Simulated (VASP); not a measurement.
Input of a VASP 6.6.1 run:

File INCAR:

```
SYSTEM = SnSe
PREC = Accurate
ENCUT = 600
EDIFF = 1E-6
ISMEAR = -1
SIGMA = 0.05
LREAL = .False.
LASPH = .True.
NELM = 100
ALGO = Normal
ISIF = 3
LWAVE = .False.
LCHARG = .False.
IBRION = 2
NSW = 60
EDIFFG = -0.02
```

KPOINTS

```
Automatic mesh
0
Gamma
  3 6 6
  0 0 0
```

The input POSCAR:

```
SnSe
1.0
   11.4200000000      0.0000000000      0.0000000000
    0.0000000000      4.1900000000      0.0000000000
    0.0000000000      0.0000000000      4.4600000000
Sn Se
4 4
Direct
    0.8770000000      0.7500000000      0.9090000000
    0.6230000000      0.2500000000      0.4090000000
    0.3770000000      0.7500000000      0.5910000000
    0.1230000000      0.2500000000      0.0910000000
    0.6430000000      0.7500000000      0.9840000000
    0.8570000000      0.2500000000      0.4840000000
    0.1430000000      0.7500000000      0.5160000000
    0.3570000000      0.2500000000      0.0160000000
```

Potentials or basis: VASP PAW LDA potentials, release 64 (Sn_d, Se).

Run with:

```bash
$ cat potpaw_LDA.64/Sn_d/POTCAR potpaw_LDA.64/Se/POTCAR > POTCAR
$ mpirun -np 1 vasp_std > vasp.out
```

Question: Predict the relaxed cell.

Answer: a = 11.321 Å, b = 4.127 Å, c = 4.314 Å, α = 90.00°, β = 90.00°, γ = 90.00°.

Question: What does it give for the space group after relaxing (to 0.05 Å)?

Answer: Pnma (No. 62).

Stress tensor (GPa, compression positive):
```
 0.03  0.00  0.00
 0.00 -0.09  0.00
 0.00  0.00 -0.10
```

 LDA usually gives volumes a few per cent too small.
